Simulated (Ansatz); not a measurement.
# Zinc, beta-Sn type under revPBE: from relaxation to bulk modulus, part 2 of 2

The plan for zinc in the beta-Sn type structure: relax it, solve it on a dense k-mesh, then scale the cell to 7 volumes from 88 to 112 % of the relaxed one and try a fit of the equation of state. Spin polarisation is left out. The k-meshes are 13×13×9 for the relaxation; 24×24×12 for the dense run; 17×17×8 for the volumes.

Ansatz 0.2.0; DFT, revPBE, plane waves (420 eV) with PAW, scalar-relativistic. The steps go on from the part before.

### 3 Single point on a dense mesh

File input.yaml:

```yaml
crystal:
  lattice:
    - [-2.0249698207, 1.6972509673, 1.3359023024]
    - [1.6972509673, -2.0249698207, 1.3359023024]
    - [3.3840499056, 3.3840499056, -1.9361199825]
  atoms:
    - { symbol: Zn, position: [0.94716788, 0.05283212, 0.0] }
    - { symbol: Zn, position: [0.80283212, 0.19716788, 0.5] }
hamiltonian:
  xc: revpbe
  pseudopotentials:
    kind: paw
    azcp:
      Zn: "pseudopotentials/Zn.paw.azcp"
basis:
  ecutwfc: 420
  fft_grid_basis: typed
kpoints:
  mp_grid: { grid: [24, 24, 12], shift: [0, 0, 0] }
magnetization:
  spin_polarized: false
scf:
  occupations: { method: fermi_dirac, width: 0.1 }
output:
  write_density: true
  write_potential: true
  elf: true
  volumetric_format: npy
```

Standard output, shortened:

```text
Warning: RAYON_NUM_THREADS=2 ignored (pool sized by the plan → 2); use --threads N
[...]
Pseudopotentials: kind: paw
Pseudopotential: Zn, paw, valence charge 12, recommended cutoff 420 eV (normal), <dir>
Functional definition: revPBE
[...]
Crystal: 2 atoms, lattice volume = 31.293 Å³
Basis set: ecut = 420 eV, 607 PW (Γ)
Bands: 16, of which v1, the nominal top of the filled ones, is band 12 counted from 1 (11 counted from 0)
Symmetry: 4 space group operations
Space group: C2/c (ITA 15), of the structure as read, at distance tolerance 3.2e-5 Å
k-points: 1814 of 6912
[...]
SCF iter   1: F=—  HF=-6645.744176 eV  |F-HF|=—  |Δ(HF+E_count)|=         —  Δρ=4.77e-3  dr2=3.52e-3  ethr=1.77e-3  ⟨swp⟩=5.2  Hψ=142679  notcnv=0
[...]
SCF iter   6: F=-6645.742942 eV  HF=-6645.742942 eV  |F-HF|=6.65e-9  |Δ(HF+E_count)|=   1.16e-7  Δρ=5.04e-6  dr2=5.20e-9  ethr=4.17e-10  ⟨swp⟩=4.0  Hψ=106657  notcnv=0
[...]
SCF converged after 6 iterations
Free energy (F): -6645.742942 eV
[...]
E sigma→0 (E₀):  -6645.734622 eV
Entropy (-TS):   -0.016640 eV (-8.320 meV/atom)
Fermi energy:    10.792519 eV
[...]
--- Band table (eV; the first three rows and the last of 1814) ---
  k-point 0: bands = ["0.5620", "2.4625", "3.0318", "3.1080", "3.2098", "3.2731", "3.3223", "3.3282", "3.4230", "3.6121", "3.8190", "8.3498", "10.2022", "22.5061", "23.4882", "25.2895"]
[...]
```

Run time: 24 s. Hardware: 2 threads of an Arm CPU, shared host; peak memory 0.94 GiB.

Axes a, b and c in the maps are those of this run's conventional cell (a, b, c = 2.712, 5.264, 4.384 Å).

Density in a lattice plane of the grid's cell (edges 5.26 and 4.38 Å, at 0.000 of the third edge), which holds Zn.

Ten even steps from ' ' (0.10 e/Å³) to '@' (41.97 e/Å³):
```
::==--..                                        
                                                
                                                
                                                
                                                
                                                
                              ..--==::          
                              ::##@@++..        
                              ..--==::          
                                                
                                                
                                                
                                                
                                                
::==--..                                        
==@@%%::                                      ..
```
Columns run along the first of these edges and rows up along the second, over one cell in 24 and 16 even steps from the bottom left corner. Atoms in the plane (fractional): Zn at (0.05, 1.00), Zn at (0.70, 0.50).

ELF in the same plane.

Ten even steps from '0' (0.00) to '9' (0.40):
```
000024445567889999875441
211344455567899999876443
444555555556899998876555
556677765456777665566666
889999865555655544455577
899999876555444311234467
899998876554442000013457
899988876554442000013446
899998876554442000013457
899999876555444311234467
889999865555655544455577
556677765456777665566666
444555555556899998876555
211344455567899999876443
000024445567889999875441
000024445667888999865430
```
Columns run along the first of these edges and rows up along the second, over one cell in 24 and 16 even steps from the bottom left corner. Atoms in the plane (fractional): Zn at (0.05, 1.00), Zn at (0.70, 0.50).

Both are smooth fields of the valence electrons: close to the nuclei they are not physical.

### 4 The cell scaled to 88 % of its volume

File input.yaml:

```yaml
crystal:
  lattice:
    - [-1.9404961218, 1.6264483975, 1.2801737638]
    - [1.6264483975, -1.9404961218, 1.2801737638]
    - [3.242880783, 3.242880783, -1.855352746]
  atoms:
    - { symbol: Zn, position: [0.94716788, 0.05283212, 0.0] }
    - { symbol: Zn, position: [0.80283212, 0.19716788, 0.5] }
hamiltonian:
  xc: revpbe
  pseudopotentials:
    kind: paw
    azcp:
      Zn: "pseudopotentials/Zn.paw.azcp"
basis:
  ecutwfc: 420
  fft_grid_basis: typed
kpoints:
  mp_grid: { grid: [17, 17, 8], shift: [0, 0, 0] }
magnetization:
  spin_polarized: false
scf:
  occupations: { method: fermi_dirac, width: 0.1 }
  lower_state_search: "off"
output:
  stress: true
```

Standard output, shortened:

```text
Warning: RAYON_NUM_THREADS=2 ignored (pool sized by the plan → 2); use --threads N
[...]
Pseudopotentials: kind: paw
Pseudopotential: Zn, paw, valence charge 12, recommended cutoff 420 eV (normal), <dir>
Functional definition: revPBE
[...]
Crystal: 2 atoms, lattice volume = 27.538 Å³
Basis set: ecut = 420 eV, 543 PW (Γ)
Bands: 16, of which v1, the nominal top of the filled ones, is band 12 counted from 1 (11 counted from 0)
Symmetry: 4 space group operations
Space group: C2/c (ITA 15), of the structure as read, at distance tolerance 3.0e-5 Å
k-points: 621 of 2312
[...]
SCF iter   1: F=—  HF=-6645.623233 eV  |F-HF|=—  |Δ(HF+E_count)|=         —  Δρ=3.63e-3  dr2=1.74e-3  ethr=1.77e-3  ⟨swp⟩=5.1  Hψ=48321  notcnv=0
[...]
SCF iter   6: F=-6645.623054 eV  HF=-6645.623054 eV  |F-HF|=8.19e-12  |Δ(HF+E_count)|=   2.70e-8  Δρ=5.79e-7  dr2=4.07e-11  ethr=7.44e-11  ⟨swp⟩=2.3  Hψ=37598  notcnv=0
[...]
SCF converged after 6 iterations
Free energy (F): -6645.623054 eV
[...]
E sigma→0 (E₀):  -6645.616565 eV
Entropy (-TS):   -0.012978 eV (-6.489 meV/atom)
Fermi energy:    12.804698 eV
[...]
--- Stress (GPa, compression-positive) ---
       10.208462       2.144350      -0.249506
        2.144350      10.208462      -0.249506
       -0.249506      -0.249506      14.387872
  P = ⅓ Tr σ = 11.6016 GPa (116.016 kbar)
```

It took 6.7 s on 2 threads of an Arm CPU, shared host; peak memory 0.49 GiB.

### 5 The cell scaled to 92 % of its volume

Changes to input.yaml since step 4:

```diff
@@ -2,5 +2,5 @@
   lattice:
-    - [-1.9404961218, 1.6264483975, 1.2801737638]
-    - [1.6264483975, -1.9404961218, 1.2801737638]
-    - [3.242880783, 3.242880783, -1.855352746]
+    - [-1.969463021, 1.6507273261, 1.2992836523]
+    - [1.6507273261, -1.969463021, 1.2992836523]
+    - [3.2912891255, 3.2912891255, -1.8830486612]
   atoms:
```

Standard output, shortened:

```text
Warning: RAYON_NUM_THREADS=2 ignored (pool sized by the plan → 2); use --threads N
[...]
Pseudopotentials: kind: paw
Pseudopotential: Zn, paw, valence charge 12, recommended cutoff 420 eV (normal), <dir>
Functional definition: revPBE
[...]
Crystal: 2 atoms, lattice volume = 28.789 Å³
Basis set: ecut = 420 eV, 565 PW (Γ)
Bands: 16, of which v1, the nominal top of the filled ones, is band 12 counted from 1 (11 counted from 0)
Symmetry: 4 space group operations
Space group: C2/c (ITA 15), of the structure as read, at distance tolerance 3.1e-5 Å
k-points: 621 of 2312
[...]
SCF iter   1: F=—  HF=-6645.694225 eV  |F-HF|=—  |Δ(HF+E_count)|=         —  Δρ=3.88e-3  dr2=2.06e-3  ethr=1.77e-3  ⟨swp⟩=5.1  Hψ=48801  notcnv=0
[...]
SCF iter   6: F=-6645.693875 eV  HF=-6645.693875 eV  |F-HF|=2.39e-10  |Δ(HF+E_count)|=   2.05e-8  Δρ=7.51e-7  dr2=6.80e-11  ethr=1.05e-10  ⟨swp⟩=2.6  Hψ=39771  notcnv=0
[...]
SCF converged after 6 iterations
Free energy (F): -6645.693875 eV
[...]
E sigma→0 (E₀):  -6645.686734 eV
Entropy (-TS):   -0.014282 eV (-7.141 meV/atom)
Fermi energy:    12.065245 eV
[...]
--- Stress (GPa, compression-positive) ---
        5.813673       1.409917      -0.165395
        1.409917       5.813673      -0.165395
       -0.165395      -0.165395       8.576299
  P = ⅓ Tr σ = 6.7345 GPa (67.345 kbar)
```

It took 6.8 s on 2 threads of an Arm CPU, shared host; peak memory 0.5 GiB.

### 6 The cell scaled to 96 % of its volume

Changes to input.yaml since step 5:

```diff
@@ -2,5 +2,5 @@
   lattice:
-    - [-1.969463021, 1.6507273261, 1.2992836523]
-    - [1.6507273261, -1.969463021, 1.2992836523]
-    - [3.2912891255, 3.2912891255, -1.8830486612]
+    - [-1.9976020088, 1.6743123315, 1.3178473554]
+    - [1.6743123315, -1.9976020088, 1.3178473554]
+    - [3.3383138949, 3.3383138949, -1.9099529913]
   atoms:
@@ -26 +26,5 @@
   stress: true
+  write_density: true
+  write_potential: true
+  elf: true
+  volumetric_format: npy
```

Standard output, shortened:

```text
Warning: RAYON_NUM_THREADS=2 ignored (pool sized by the plan → 2); use --threads N
[...]
Pseudopotentials: kind: paw
Pseudopotential: Zn, paw, valence charge 12, recommended cutoff 420 eV (normal), <dir>
Functional definition: revPBE
[...]
Crystal: 2 atoms, lattice volume = 30.041 Å³
Basis set: ecut = 420 eV, 583 PW (Γ)
Bands: 16, of which v1, the nominal top of the filled ones, is band 12 counted from 1 (11 counted from 0)
Symmetry: 4 space group operations
Space group: C2/c (ITA 15), of the structure as read, at distance tolerance 3.1e-5 Å
k-points: 621 of 2312
[...]
SCF iter   1: F=—  HF=-6645.731830 eV  |F-HF|=—  |Δ(HF+E_count)|=         —  Δρ=4.23e-3  dr2=2.57e-3  ethr=1.77e-3  ⟨swp⟩=5.2  Hψ=48855  notcnv=0
[...]
SCF iter   6: F=-6645.731119 eV  HF=-6645.731119 eV  |F-HF|=1.57e-9  |Δ(HF+E_count)|=   1.23e-8  Δρ=2.61e-6  dr2=1.16e-9  ethr=3.64e-10  ⟨swp⟩=6.5  Hψ=67175  notcnv=0
[...]
SCF converged after 6 iterations
Free energy (F): -6645.731119 eV
[...]
E sigma→0 (E₀):  -6645.723289 eV
Entropy (-TS):   -0.015658 eV (-7.829 meV/atom)
Fermi energy:    11.389561 eV
[...]
--- Stress (GPa, compression-positive) ---
        2.424109       0.846961      -0.093671
        0.846961       2.424109      -0.093671
       -0.093671      -0.093671       4.034912
  P = ⅓ Tr σ = 2.9610 GPa (29.610 kbar)
--- Band table (eV; the first three rows and the last of 621) ---
  k-point 0: bands = ["0.8473", "2.9017", "3.5265", "3.6097", "3.7197", "3.7890", "3.8418", "3.8471", "3.9504", "4.1539", "4.3758", "8.8046", "10.8970", "23.4467", "24.4414", "26.3550"]
[...]
```

It took 9.5 s on 2 threads of an Arm CPU, shared host; peak memory 0.52 GiB.

### 7 The cell scaled to 100 % of its volume

Changes to input.yaml since step 6:

```diff
@@ -2,5 +2,5 @@
   lattice:
-    - [-1.9976020088, 1.6743123315, 1.3178473554]
-    - [1.6743123315, -1.9976020088, 1.3178473554]
-    - [3.3383138949, 3.3383138949, -1.9099529913]
+    - [-2.0249698207, 1.6972509673, 1.3359023024]
+    - [1.6972509673, -2.0249698207, 1.3359023024]
+    - [3.3840499056, 3.3840499056, -1.9361199825]
   atoms:
@@ -26,5 +26 @@
   stress: true
-  write_density: true
-  write_potential: true
-  elf: true
-  volumetric_format: npy
```

Standard output, shortened:

```text
Warning: RAYON_NUM_THREADS=2 ignored (pool sized by the plan → 2); use --threads N
[...]
Pseudopotentials: kind: paw
Pseudopotential: Zn, paw, valence charge 12, recommended cutoff 420 eV (normal), <dir>
Functional definition: revPBE
[...]
Crystal: 2 atoms, lattice volume = 31.293 Å³
Basis set: ecut = 420 eV, 607 PW (Γ)
Bands: 16, of which v1, the nominal top of the filled ones, is band 12 counted from 1 (11 counted from 0)
Symmetry: 4 space group operations
Space group: C2/c (ITA 15), of the structure as read, at distance tolerance 3.2e-5 Å
k-points: 621 of 2312
[...]
SCF iter   1: F=—  HF=-6645.743610 eV  |F-HF|=—  |Δ(HF+E_count)|=         —  Δρ=4.78e-3  dr2=3.48e-3  ethr=1.77e-3  ⟨swp⟩=5.2  Hψ=48806  notcnv=0
[...]
SCF iter   6: F=-6645.742359 eV  HF=-6645.742359 eV  |F-HF|=1.03e-8  |Δ(HF+E_count)|=   9.26e-8  Δρ=6.62e-6  dr2=8.06e-9  ethr=4.17e-10  ⟨swp⟩=4.9  Hψ=39583  notcnv=0
[...]
SCF converged after 6 iterations
Free energy (F): -6645.742359 eV
[...]
E sigma→0 (E₀):  -6645.733814 eV
Entropy (-TS):   -0.017089 eV (-8.545 meV/atom)
Fermi energy:    10.769099 eV
[...]
--- Stress (GPa, compression-positive) ---
       -0.190736       0.415280      -0.036071
        0.415280      -0.190736      -0.036071
       -0.036071      -0.036071       0.513878
  P = ⅓ Tr σ = 0.0441 GPa (0.441 kbar)
```

It took 7 s on 2 threads of an Arm CPU, shared host; peak memory 0.51 GiB.

### 8 The cell scaled to 104 % of its volume

Changes to input.yaml since step 7:

```diff
@@ -2,5 +2,5 @@
   lattice:
-    - [-2.0249698207, 1.6972509673, 1.3359023024]
-    - [1.6972509673, -2.0249698207, 1.3359023024]
-    - [3.3840499056, 3.3840499056, -1.9361199825]
+    - [-2.0516172163, 1.7195857782, 1.3534819803]
+    - [1.7195857782, -2.0516172163, 1.3534819803]
+    - [3.4285819848, 3.4285819848, -1.9615981672]
   atoms:
@@ -26 +26,5 @@
   stress: true
+  write_density: true
+  write_potential: true
+  elf: true
+  volumetric_format: npy
```

Standard output, shortened:

```text
Warning: RAYON_NUM_THREADS=2 ignored (pool sized by the plan → 2); use --threads N
[...]
Pseudopotentials: kind: paw
Pseudopotential: Zn, paw, valence charge 12, recommended cutoff 420 eV (normal), <dir>
Functional definition: revPBE
[...]
Crystal: 2 atoms, lattice volume = 32.544 Å³
Basis set: ecut = 420 eV, 631 PW (Γ)
Bands: 16, of which v1, the nominal top of the filled ones, is band 12 counted from 1 (11 counted from 0)
Symmetry: 4 space group operations
Space group: C2/c (ITA 15), of the structure as read, at distance tolerance 3.2e-5 Å
k-points: 621 of 2312
[...]
SCF iter   1: F=—  HF=-6645.735138 eV  |F-HF|=—  |Δ(HF+E_count)|=         —  Δρ=5.17e-3  dr2=4.25e-3  ethr=1.77e-3  ⟨swp⟩=5.2  Hψ=48366  notcnv=0
[...]
SCF iter   6: F=-6645.733536 eV  HF=-6645.733536 eV  |F-HF|=3.24e-8  |Δ(HF+E_count)|=   4.74e-8  Δρ=1.24e-5  dr2=2.74e-8  ethr=4.17e-10  ⟨swp⟩=9.5  Hψ=74063  notcnv=0
[...]
SCF converged after 6 iterations
Free energy (F): -6645.733536 eV
[...]
E sigma→0 (E₀):  -6645.724266 eV
Entropy (-TS):   -0.018539 eV (-9.269 meV/atom)
Fermi energy:    10.196680 eV
[...]
--- Stress (GPa, compression-positive) ---
       -2.198800       0.090825       0.009223
        0.090825      -2.198800       0.009223
        0.009223       0.009223      -2.175979
  P = ⅓ Tr σ = -2.1912 GPa (-21.912 kbar)
--- Band table (eV; the first three rows and the last of 621) ---
  k-point 0: bands = ["0.3010", "2.0518", "2.5708", "2.6407", "2.7353", "2.7937", "2.8385", "2.8455", "2.9327", "3.1082", "3.3026", "7.9312", "9.5619", "21.6326", "22.6027", "24.3017"]
[...]
```

Wall time 10 s (2 threads of an Arm CPU, shared host); peak memory 0.54 GiB.

### 9 The cell scaled to 108 % of its volume

Changes to input.yaml since step 8:

```diff
@@ -2,5 +2,5 @@
   lattice:
-    - [-2.0516172163, 1.7195857782, 1.3534819803]
-    - [1.7195857782, -2.0516172163, 1.3534819803]
-    - [3.4285819848, 3.4285819848, -1.9615981672]
+    - [-2.0775898117, 1.7413549978, 1.3706164826]
+    - [1.7413549978, -2.0775898117, 1.3706164826]
+    - [3.4719863645, 3.4719863645, -1.98643116]
   atoms:
@@ -26,5 +26 @@
   stress: true
-  write_density: true
-  write_potential: true
-  elf: true
-  volumetric_format: npy
```

Standard output, shortened:

```text
Warning: RAYON_NUM_THREADS=2 ignored (pool sized by the plan → 2); use --threads N
[...]
Pseudopotentials: kind: paw
Pseudopotential: Zn, paw, valence charge 12, recommended cutoff 420 eV (normal), <dir>
Functional definition: revPBE
[...]
Crystal: 2 atoms, lattice volume = 33.796 Å³
Basis set: ecut = 420 eV, 647 PW (Γ)
Bands: 16, of which v1, the nominal top of the filled ones, is band 12 counted from 1 (11 counted from 0)
Symmetry: 4 space group operations
Space group: C2/c (ITA 15), of the structure as read, at distance tolerance 3.2e-5 Å
k-points: 621 of 2312
[...]
SCF iter   1: F=—  HF=-6645.711294 eV  |F-HF|=—  |Δ(HF+E_count)|=         —  Δρ=5.34e-3  dr2=4.70e-3  ethr=1.77e-3  ⟨swp⟩=5.3  Hψ=48069  notcnv=0
[...]
SCF iter   6: F=-6645.709478 eV  HF=-6645.709478 eV  |F-HF|=2.64e-8  |Δ(HF+E_count)|=   2.76e-8  Δρ=1.13e-5  dr2=2.42e-8  ethr=4.17e-10  ⟨swp⟩=4.2  Hψ=35709  notcnv=0
[...]
SCF converged after 6 iterations
Free energy (F): -6645.709478 eV
[...]
E sigma→0 (E₀):  -6645.699507 eV
Entropy (-TS):   -0.019943 eV (-9.972 meV/atom)
Fermi energy:    9.666650 eV
[...]
--- Stress (GPa, compression-positive) ---
       -3.734810      -0.145260       0.044384
       -0.145260      -3.734810       0.044384
        0.044384       0.044384      -4.198067
  P = ⅓ Tr σ = -3.8892 GPa (-38.892 kbar)
```

Wall time 7.3 s (2 threads of an Arm CPU, shared host); peak memory 0.53 GiB.

### 10 The cell scaled to 112 % of its volume

Changes to input.yaml since step 9:

```diff
@@ -2,5 +2,5 @@
   lattice:
-    - [-2.0775898117, 1.7413549978, 1.3706164826]
-    - [1.7413549978, -2.0775898117, 1.3706164826]
-    - [3.4719863645, 3.4719863645, -1.98643116]
+    - [-2.1029287701, 1.7625931275, 1.3873329652]
+    - [1.7625931275, -2.1029287701, 1.3873329652]
+    - [3.514331835, 3.514331835, -2.010658318]
   atoms:
@@ -26 +26,5 @@
   stress: true
+  write_density: true
+  write_potential: true
+  elf: true
+  volumetric_format: npy
```

Standard output, shortened:

```text
Warning: RAYON_NUM_THREADS=2 ignored (pool sized by the plan → 2); use --threads N
[...]
Pseudopotentials: kind: paw
Pseudopotential: Zn, paw, valence charge 12, recommended cutoff 420 eV (normal), <dir>
Functional definition: revPBE
[...]
Crystal: 2 atoms, lattice volume = 35.048 Å³
Basis set: ecut = 420 eV, 681 PW (Γ)
Bands: 16, of which v1, the nominal top of the filled ones, is band 12 counted from 1 (11 counted from 0)
Symmetry: 4 space group operations
Space group: C2/c (ITA 15), of the structure as read, at distance tolerance 3.3e-5 Å
k-points: 621 of 2312
[...]
SCF iter   1: F=—  HF=-6645.675920 eV  |F-HF|=—  |Δ(HF+E_count)|=         —  Δρ=5.41e-3  dr2=5.01e-3  ethr=1.77e-3  ⟨swp⟩=5.3  Hψ=47927  notcnv=0
[...]
SCF iter   6: F=-6645.673884 eV  HF=-6645.673884 eV  |F-HF|=1.92e-8  |Δ(HF+E_count)|=   1.16e-8  Δρ=9.57e-6  dr2=1.87e-8  ethr=4.17e-10  ⟨swp⟩=7.6  Hψ=62740  notcnv=0
[...]
SCF converged after 6 iterations
Free energy (F): -6645.673884 eV
[...]
E sigma→0 (E₀):  -6645.663266 eV
Entropy (-TS):   -0.021236 eV (-10.618 meV/atom)
Fermi energy:    9.174412 eV
[...]
--- Stress (GPa, compression-positive) ---
       -4.898304      -0.314280       0.068952
       -0.314280      -4.898304       0.068952
        0.068952       0.068952      -5.689496
  P = ⅓ Tr σ = -5.1620 GPa (-51.620 kbar)
--- Band table (eV; the first three rows and the last of 621) ---
  k-point 0: bands = ["-0.1585", "1.3079", "1.7416", "1.8010", "1.8831", "1.9327", "1.9710", "1.9788", "2.0532", "2.2061", "2.3778", "7.1873", "8.4217", "20.0625", "21.0093", "22.5261"]
[...]
```

It took 10 s on 2 threads of an Arm CPU, shared host; peak memory 0.55 GiB.

### 11 The equation of state

The cell was scaled evenly, with its shape and the fractional positions fixed.

| V (Å³/atom) | E − E₀ (meV/atom) | P from the stress (GPa) | P from the fit (GPa) |
| --- | --- | --- | --- |
| 13.769 | 58.6 | 11.60 | 11.57 |
| 14.395 | 23.5 | 6.73 | 6.64 |
| 15.021 | 5.2 | 2.96 | 2.86 |
| 15.646 | 0.0 | 0.04 | -0.05 |
| 16.272 | 4.7 | -2.19 | -2.27 |
| 16.898 | 17.1 | -3.89 | -3.98 |
| 17.524 | 35.2 | -5.16 | -5.27 |

A third-order Birch-Murnaghan fit gives V₀ = 15.635 Å³/atom, B₀ = 64 GPa and B₀′ = 5.6; it misses no point by more than 0.04 meV/atom.

Fit and stress differ a little: one follows E(σ → 0), the other the smeared free energy.

### 12 Results

This closing draws on all 2 parts.

| quantity | value |
| --- | --- |
| space group (spins left aside) | C2/c (No. 15) |
| conventional cell | a = 2.712 Å, b = 5.264 Å, c = 4.384 Å, β = 90.18° |
| volume | 15.646 Å³/atom |
| shortest distance | 2.684 Å |
| gap on the mesh | none (levels filled in part) |
| relative to hcp | +18 meV/atom |
| V₀, B₀, B₀′ | 15.635 Å³/atom, 64 GPa, 5.6 |

From the guessed start the volume shrank by 2.0 % in 35 steps. What began as beta-Sn type has relaxed into C2/c. What follows belongs to that structure, not to the type named at the start. The mesh has less symmetry than the lattice, which may have let the distortion in. Against the reference form of zinc (hcp, computed apart with the same settings) it stands 18 meV/atom higher. Levels at the Fermi energy are filled in part, as in a metal. The fitted modulus is 64 GPa; letting shape and positions relax at each volume could only lower it.
